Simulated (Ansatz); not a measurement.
ZnSe (Stilleite): band structure with rPW86-PBE+rVV10

**What was measured.**

From “Alloy Disordering Effects on the Thermal Conductivity and Energy Gap Temperature Dependence of Cd1−xZnxSe Ternary Crystals Grown by the Bridgman Method”, 2023, pmc:10253836, for a bulk crystal of ZnSe at 300 K: band gap 2.695 ± 0.003 eV (an exciton energy, a little under the gap).

Crystal: ZnSe (Stilleite).

```xyz
2
Lattice="0.0000 2.8338 2.8338 2.8338 0.0000 2.8338 2.8338 2.8338 0.0000" Properties=species:S:1:pos:R:3 pbc="T T T"
Se    4.2507    4.2507    4.2507
Zn    0.0000    0.0000    0.0000
```

| Quantity | Value |
| --- | --- |
| Program | Ansatz 0.2.0 |
| Task | band structure |
| Functional | rPW86-PBE |
| Dispersion | rVV10 |
| Potentials or basis | Ansatz PAW |
| Cutoff | 420 eV |
| Density cutoff | 2100 eV |
| k mesh | 8 × 8 × 8 |
| Occupations | methfessel-paxton, width 0.15 eV |
| Spin | no spin polarisation |
| Driver | chain |
| Path | [["G", "X", "W", "K", "G", "L", "U", "W", "L", "K"], ["U", "X"]] |
| Points for each segment of the path | 14 |

```yaml
Pressure: 2.7 GPa
Band_gap_on_the_k_mesh: 1.03 eV, direct
Band_gap_along_the_path: 1.03 eV, direct
```

Levels at the corners of the path, in eV from the valence-band top:
```csv
point,band 10,band 11,band 12,band 13,band 14,band 15,band 16,band 17,band 18,band 19
Γ,-6.19,-6.19,0.00,0.00,0.00,1.03,5.75,5.75,5.75,9.58
X,-6.14,-6.01,-4.81,-2.20,-2.20,2.81,3.32,10.50,11.12,11.12
W,-6.22,-5.89,-4.74,-2.80,-2.70,5.33,5.44,6.84,7.56,11.55
K,-6.16,-5.93,-4.78,-3.13,-1.81,3.43,5.47,8.87,9.19,9.39
Γ,-6.19,-6.19,0.00,0.00,0.00,1.03,5.75,5.75,5.75,9.58
L,-6.17,-6.03,-5.30,-0.87,-0.87,2.36,6.32,6.32,8.31,10.69
U,-6.16,-5.93,-4.78,-3.13,-1.81,3.43,5.47,8.87,9.19,9.39
W,-6.22,-5.89,-4.74,-2.80,-2.70,5.33,5.44,6.84,7.56,11.55
L,-6.17,-6.03,-5.30,-0.87,-0.87,2.36,6.32,6.32,8.31,10.69
K,-6.16,-5.93,-4.78,-3.13,-1.81,3.43,5.47,8.87,9.19,9.39
U,-6.16,-5.93,-4.78,-3.13,-1.81,3.43,5.47,8.87,9.19,9.39
X,-6.14,-6.01,-4.81,-2.20,-2.20,2.81,3.32,10.50,11.12,11.12
```

Wall time 4.9 s on 2 threads of Arm Neoverse V1, on a shared host, peak memory 0.48 GiB.

A measured gap of ZnSe is 2.695 eV (an exciton energy, a little under the gap; 300 K; “Alloy Disordering Effects on the Thermal Conductivity and Energy Gap Temperature Dependence of Cd1−xZnxSe Ternary Crystals Grown by the Bridgman Method”, 2023, pmc:10253836); the calculated 1.03 eV misses it by -1.67 eV. So large a miss can be the level of theory's own, or it may mean another phase, state or a wrong row. Spin-orbit coupling on Se is left out. The value is that of rPW86-PBE+rVV10, without temperature or zero-point motion.

Caveat: the potentials were made for another functional, which shifts forces and pressure.
